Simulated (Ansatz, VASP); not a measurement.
# One calculation of GaAs, two programs

The input INCAR:

```
PREC = Accurate
ENCUT = 520
EDIFF = 1E-6
ISMEAR = 0
SIGMA = 0.022
LREAL = F
LASPH = T
NELM = 80
ALGO = Normal
ISIF = 2
LWAVE = F
LCHARG = F
GGA = PE
NBANDS = 16
```

The input KPOINTS:

```
regular mesh
0
Gamma
  8 8 8
```

POSCAR

```
GaAs
1.0
    0.0000000000      2.8268500000      2.8268500000
    2.8268500000      0.0000000000      2.8268500000
    2.8268500000      2.8268500000      0.0000000000
As Ga
1 1
Direct
    0.7500000000      0.7500000000      0.7500000000
    0.0000000000      0.0000000000      0.0000000000
```

The input input.yaml:

```yaml
crystal:
  lattice:
    - [0.0, 2.82685, 2.82685]
    - [2.82685, 0.0, 2.82685]
    - [2.82685, 2.82685, 0.0]
  atoms:
    - { symbol: As, position: [0.75, 0.75, 0.75] }
    - { symbol: Ga, position: [0.0, 0.0, 0.0] }
hamiltonian:
  xc: pbe
  pseudopotentials: { kind: paw }
kpoints:
  mp_grid: { grid: [8, 8, 8] }
scf:
  occupations: { method: gaussian, width: 0.022 }
output:
  forces: true
  stress: true
  eigenvalues: true
```

Alike in both runs: task single point; functional PBE; k mesh 8 × 8 × 8; occupations gaussian, width 0.022 eV; no spin polarisation.

|  | VASP | Ansatz |
| --- | --- | --- |
| version | VASP 6.6.1 | Ansatz 0.2.0 |
| potentials or method | VASP PAW PBE potentials, release 64 (As, Ga_d) | Ansatz PAW |
| plane-wave cutoff (eV) | 520 | 420 |
| valence electrons in the cell | 18 | 28 |

Ansatz gave:

| Quantity | Value |
| --- | --- |
| gap on the k mesh at the Fermi level (eV) | 0.52 |
| least direct gap on the mesh (eV) | 0.52 |
| pressure (GPa) | 3.3 |

Problem. What did VASP give for the same quantities?

Solution. gap on the k mesh at the Fermi level (eV): 0.52; least direct gap on the mesh (eV): 0.52; pressure (GPa): 3.4.

The two sets of potentials don't hold the same shells in valence.

A k mesh can miss the band edges.
